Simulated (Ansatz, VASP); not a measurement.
Two plane-wave programs on SiNi3

```
Si Ni
1.0
     3.50627    0.00000    0.00000
     0.00000    3.50627    0.00000
     0.00000    0.00000    3.50627
Si Ni
1 3
Direct
  0.00000 0.00000 0.00000
  0.00000 0.50000 0.50000
  0.50000 0.00000 0.50000
  0.50000 0.50000 0.00000
```

Alike in both runs: functional PBE; k mesh 12 × 12 × 12; occupations gaussian, width 0.1 eV; no spin polarisation.

Ansatz relaxed the structure, and its values are those at the end. VASP's run is a single point on that final structure, the one shown.

|  | VASP | Ansatz |
| --- | --- | --- |
| version | VASP 6.6.1 | Ansatz 0.2.0 |
| potentials or method | VASP PAW PBE potentials, release 64 (Si, Ni) | scalar-relativistic, plane waves, PAW |
| plane-wave cutoff (eV) | 520 | 420 |
| valence electrons in the cell | 34 | 58 |

|  | VASP | Ansatz | Ansatz less VASP |
| --- | --- | --- | --- |
| gap on the k mesh at the Fermi level (eV) | none | none | - |
| pressure (GPa) | 0.0 | 0.0 | -0.01 |

A gap of «none» marks a metal or a gap that the smearing closes. The two sets of potentials don't hold the same shells in valence.

Spin polarisation is off, so any magnetic state and its effect on volume and gap are missing.
